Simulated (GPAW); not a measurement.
Sn:

```
CELL_PARAMETERS angstrom
-2.02919 2.02919 1.66076
2.02919 -2.02919 1.66076
2.02919 2.02919 -1.66076
ATOMIC_POSITIONS crystal
Sn 0.00000 0.00000 0.00000
```

This isn't the form of Sn at room conditions, which is tetragonal (white tin).

| Quantity | Value |
| --- | --- |
| Program | GPAW 26.7.0 |
| Task | single point |
| Functional | PBE |
| Potentials or basis | GPAW PAW data sets (gpaw-data 1.2.1) |
| Cutoff | 600 eV |
| Basis | pw |
| k mesh | 10 × 10 × 10 |
| Occupations | fermi-dirac, width 0.05 eV |
| Spin | no spin polarisation |

On this cell: pressure 0.6 GPa; band gap on the k mesh none (metal or under the smearing width).

The same run follows on a disturbed copy (cell strained at random at fixed volume):

```
Sn
1.0
    -1.96923    2.05623    1.62201
     2.04455   -2.03890    1.69286
     1.97855    2.04822   -1.60084
Sn
1
Cartesian
  -0.0150 0.0132 0.0161
```

What does the disturbed cell give?

The energy (extrapolated to zero smearing) moves by +1.7 meV/atom; pressure 0.8 GPa; band gap on the k mesh none (metal or under the smearing width).

Stress tensor (GPa, compression positive):
```
 0.29 -0.17 -0.31
-0.17  0.40 -0.08
-0.31 -0.08  1.80
```
